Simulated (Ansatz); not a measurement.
## Compressing Rh: a fit and a missing row

Rh, Fm-3m, a = 3.800 Å. Ansatz: r2SCAN, PAW, 500 eV, Γ-centred 18×18×18 mesh on 1 atom, Gaussian smearing 0.10 eV; no spin polarisation. Symmetry fixes shape and atoms, so the cell is only scaled; pressure is positive in compression.

| V (Å³/atom) | P (GPa) |
| --- | --- |
| 12.071 | 50.00 |
| 12.482 | ? |
| 12.894 | 20.47 |
| 13.305 | 9.30 |
| 13.717 | 0.00 |
| 14.128 | -7.73 |
| 14.540 | -14.14 |
| 15.089 | -20.99 |

Q: Take V0 = 13.717 Å³/atom, fit the third-order Birch–Murnaghan form to the other rows, and predict the missing pressure.

A: With the Eulerian strain f = ½[(V0/V)^(2/3) − 1] and y = P/[3f(1 + 2f)^(5/2)], the form is the line y = B0 + 1.5 B0 (B0′ − 4) f. Rows (f, y): 0.04448, 302.8; 0.02106, 292.2; 0.01027, 286.9; -0.00974, 277.9; -0.01905, 272.7; -0.03079, 266.4. Means f = 0.002705, y = 283.15; Σ(Δf)² = 0.003889, ΣΔfΔy = 1.869; the slope is their ratio. y = 281.9 + 480.6 f GPa, so B0 = 281.9 GPa and B0′ = 4 + 2 × (480.6)/(3 × 281.9) = 5.14. At V = 12.482, f = 0.03246, y = 297.50 and P = 33.90 GPa. The run gave 33.89 GPa, so the fit is 0.01 GPa too high, within the rms miss on the fitted rows (0.04 GPa).